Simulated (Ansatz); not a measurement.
# W2C in Ansatz: the effect of functional

The system is W2C.

```
CELL_PARAMETERS angstrom
3.09038 0.00000 0.00000
-1.54519 2.67635 0.00000
0.00000 0.00000 4.70941
ATOMIC_POSITIONS crystal
W 0.66667 0.33333 0.25367
W 0.33333 0.66667 0.74633
C 0.00000 0.00000 0.00000
```

The cell comes from a database or a generator and needn't be the stable form of this composition.

The cell isn't the ideal one: volume scaled by 1.02.

Alike in all runs:

| Property | Result |
| --- | --- |
| Program | Ansatz 0.2.0 |
| Task | single point |
| Potentials or basis | Ansatz PAW |
| k mesh | 10 × 10 × 6 |
| Occupations | fermi-dirac, width 0.05 eV |
| Spin | no spin polarisation |

| functional | cutoff | pressure (GPa) | largest force (eV/Å) |
| --- | --- | --- | --- |
| LDA | 420 eV (not typed: the program's choice for these potentials) | -21.2 | 0.45 |
| PBEsol | 420 eV (not typed: the program's choice for these potentials) | ? | ? |
| r2SCAN | 500 eV (not typed: the program's choice for these potentials) | -12.3 | 0.19 |

Task: What does the run with functional PBEsol give?

Result: Pressure -16.0 GPa; largest force 0.34 eV/Å.

Caveats: the PAW data sets come from PBE, with cores solved anew for the run's functional, which leaves a small shift of forces and pressure.
